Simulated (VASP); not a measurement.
TiO2:

```
CELL_PARAMETERS angstrom
4.59984 0.00000 0.00000
0.00000 4.59984 0.00000
0.00000 0.00000 2.95921
ATOMIC_POSITIONS crystal
Ti 0.00000 0.00000 0.50000
Ti 0.50000 0.50000 0.00000
O 0.30432 0.30432 0.50000
O 0.19568 0.80432 0.00000
O 0.80432 0.19568 0.00000
O 0.69568 0.69568 0.50000
```

The cell is a database's computed one.

Base run:

| Quantity | Value |
| --- | --- |
| Program | VASP 6.6.1 |
| Functional | LMBJ |
| Potentials or basis | VASP PAW PBE potentials, release 64 (Ti_sv, O) |
| Cutoff | 520 eV |
| k mesh | 6 × 6 × 9 |
| Occupations | fermi-dirac, width 0.05 eV |
| Spin | no spin polarisation |

Its results: band gap on the k mesh 2.84 eV, indirect (least direct gap 2.87 eV).

**Question.** After a change of settings the same cell gave: band gap on the k mesh 2.21 eV, direct. Which change was it?
A. functional from LMBJ to TPSS; further incar settings from ALGO = Normal; EDIFF = 1e-06 to ALGO = Normal; EDIFF = 1e-06; NBANDS = 33
B. functional from LMBJ to PBE; further incar settings from ALGO = Normal; EDIFF = 1e-06 to ALGO = Fast; EDIFF = 1e-06
C. functional from LMBJ to PBE; potentials or basis from VASP PAW PBE potentials, release 64 (Ti_sv, O) to VASP PAW PBE potentials, release 64 (Ti_sv, O_s); cutoff from 520 eV to 400 eV
D. functional from LMBJ to r2SCAN

**Answer.** D.

Not every run made on this cell is shown here.
